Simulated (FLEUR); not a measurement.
# BaTe under changes of volume

One of the cells (39.652 Å³/atom); the others are scaled copies at fixed shape and fractional positions:

```
Ba Te
1.0
     0.00000    3.41000    3.41000
     3.41000    0.00000    3.41000
     3.41000    3.41000    0.00000
Ba Te
1 1
Direct
  0.00000 0.00000 0.00000
  0.50000 0.50000 0.50000
```

| Item | Value |
| --- | --- |
| Program | FLEUR MaX-R8.1 (later development tree) |
| Functional | PBEsol |
| Potentials or basis | all-electron |
| Basis | FLAPW |
| Kmax | 4.1 1/bohr |
| k mesh | 7 × 7 × 7 |
| Occupations | fermi-dirac, width 0.05 eV |
| Spin | no spin polarisation |

| volume (Å³/atom) | energy over the lowest point (meV/atom) | gap on the mesh (eV) |
| --- | --- | --- |
| 37.273 | 60.98 | 1.23 |
| 38.066 | ? | ? |
| 38.859 | 23.96 | 1.34 |
| 39.652 | 12.36 | 1.39 |
| 40.445 | 4.76 | 1.44 |
| 41.238 | 0.75 | 1.48 |
| 42.031 | 0.00 | 1.52 |

**Question.** What does the run at 38.066 Å³/atom give?

**Answer.** Energy over the lowest point 40.01 meV/atom; gap on the mesh 1.29 eV.

Worked out: A Birch-Murnaghan fit of order 3 (a polynomial in V^(-2/3)) to the other rows has its minimum at 41.83 Å³/atom with B0 = V·E''(V) = 32 GPa and B' = 4.4. It gives 40.00 meV/atom at 38.066 Å³/atom, against the run's 40.01. A straight line through the other rows of the gap, of slope 2.42 eV per unit of ln V, gives 1.29 eV, against the run's 1.29.

Energies are extrapolated to zero smearing.

Caveats: spin-orbit coupling is left out, which moves the levels of the heavy elements; an odd mesh through Γ misses points on the zone boundary, where band edges often lie.
